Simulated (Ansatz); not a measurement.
Write the native input for Ansatz 0.2.0 that does the following.

- Task: single point
- Functional: PBE
- Potentials or basis: Ansatz PAW
- Cutoff: 420 eV (not typed: the program's choice for these potentials)
- k mesh: 12 × 8 × 6
- Occupations: gaussian, width 0.018 eV
- Spin: no spin polarisation

BAs:

```
B As
1.0
     2.12755    0.00000    0.00000
     0.00000    3.17406    0.00000
     0.00000    0.00000    4.95098
B As
1 1
Cartesian
  0.0000 1.5870 0.0000
  1.0638 1.5870 2.4755
```

The cell was built by a generator and needn't be a form met in nature.

The input as run:

input.yaml

```yaml
crystal:
  lattice:
    - [2.12754933, 0.0, 0.0]
    - [0.0, 3.17406294, 0.0]
    - [0.0, 0.0, 4.95098018]
  atoms:
    - { symbol: B, position: [0.0, 0.5, 0.0] }
    - { symbol: As, position: [0.5, 0.5, 0.5] }
hamiltonian:
  xc: pbe
  pseudopotentials: { kind: paw }
kpoints:
  mp_grid: { grid: [12, 8, 6] }
scf:
  occupations: { method: gaussian, width: 0.018 }
output:
  forces: true
  stress: true
  eigenvalues: true
```

Potentials or basis: Ansatz PAW.

Command:

```sh
$ ansatz run input.yaml --threads 2 --pin off --max-ram 5632MiB --backend cpu --events-out ev --progress --plain --runs-dir out
```

It gave:

The pressure is 5.5 GPa. The band gap on the k mesh is none (metal or under the smearing width).

Caveat: this functional lacks dispersion, which binds the layers, so the pressure and a relaxed spacing across them are unreliable.

Run time: 1.7 s on 2 threads of Arm Neoverse V2 (shared host), peak memory 0.33 GiB.
